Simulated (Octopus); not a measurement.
The system is Bi.

```
Bi
1.0
     3.23838    0.00000    0.00000
     0.00000    3.22164    0.00000
    -0.08045    0.00000    6.44389
Bi
2
Direct
  0.54425 0.00000 0.74958
  0.45575 0.00000 0.25042
```

This isn't the form of Bi at room conditions, which is rhombohedral.

```yaml
Program: Octopus 16.4
Task: single point
Functional: PBEsol
Potentials_or_basis: pseudodojo_pbesol (PseudoDojo 0.4, PBEsol)
Grid_spacing: 0.135 × 0.134 × 0.134 Å
k_mesh: 8 × 8 × 4
Occupations: fermi-dirac, width 0.05 eV
Spin: no spin polarisation
```

On this cell: largest force 0.012 eV/Å; band gap on the k mesh none (metal or under the smearing width).

The same run follows on a disturbed copy (atoms moved at random, drawn with an rms of 0.05 Å):

```
Bi
1.0
     3.23838    0.00000    0.00000
     0.00000    3.22164    0.00000
    -0.08045    0.00000    6.44389
Bi
2
Direct
  0.55534 0.00070 0.75028
  0.45838 0.01271 0.24141
```

Task: What changes?

Result: The energy (extrapolated to zero smearing) moves by +0.3 meV/atom; largest force 0.053 eV/Å; band gap on the k mesh none (metal or under the smearing width).

Forces in eV/Å, atoms in the order of the input:
```
Bi  -0.004  0.001 -0.052
Bi   0.004 -0.001  0.052
```

Caveats: spin-orbit coupling is left out, which moves the levels of the heavy elements.
